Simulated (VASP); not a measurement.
A run of VASP 6.6.1:

File INCAR:

```
SYSTEM = In
PREC     = Accurate       ! precision mode
ENCUT    = 520            ! plane-wave cutoff, eV
EDIFF    = 1E-8           ! SCF threshold, eV
ISMEAR   = -5             ! smearing method
SIGMA    = 0.05           ! smearing width, eV
LREAL    = .False.        ! projectors in reciprocal space
LASPH    = .True.         ! aspherical terms in the spheres
NELM     = 100            ! most SCF steps
ALGO     = Normal         ! electronic algorithm
ISIF     = 2              ! what is computed and relaxed
LWAVE    = .False.        ! write WAVECAR
LCHARG   = .False.        ! write CHGCAR
LEFG     = .True.
```

KPOINTS

```
regular mesh
0
Gamma
  9 9 5
  0 0 0
```

POSCAR

```
In
1.0
    3.3354847820      0.0000000000      0.0000000000
   -1.6677423910      2.8886145552      0.0000000000
    0.0000000000      0.0000000000      5.5091429200
In
2
Cartesian
    1.6746184929      0.9703058494      4.1265959585
   -0.0658307954      1.9648962814      1.4117729647
```

Potentials or basis: VASP PAW LDA potentials, release 54 (In_d).

Command:

```console
$ cat potpaw_LDA.54/In_d/POTCAR > POTCAR
$ mpirun -np 1 vasp_std > vasp.out
```

Hardware: 1 thread of Intel(R) Xeon(R) Platinum 8488C (Sapphire Rapids), with other jobs on the host.

Question: How long does it take, and how much memory?

Answer: Wall time 3 min on 1 thread of Intel(R) Xeon(R) Platinum 8488C (Sapphire Rapids) (shared host), peak memory 0.26 GiB. Counts: scf iterations 12, k points 203.
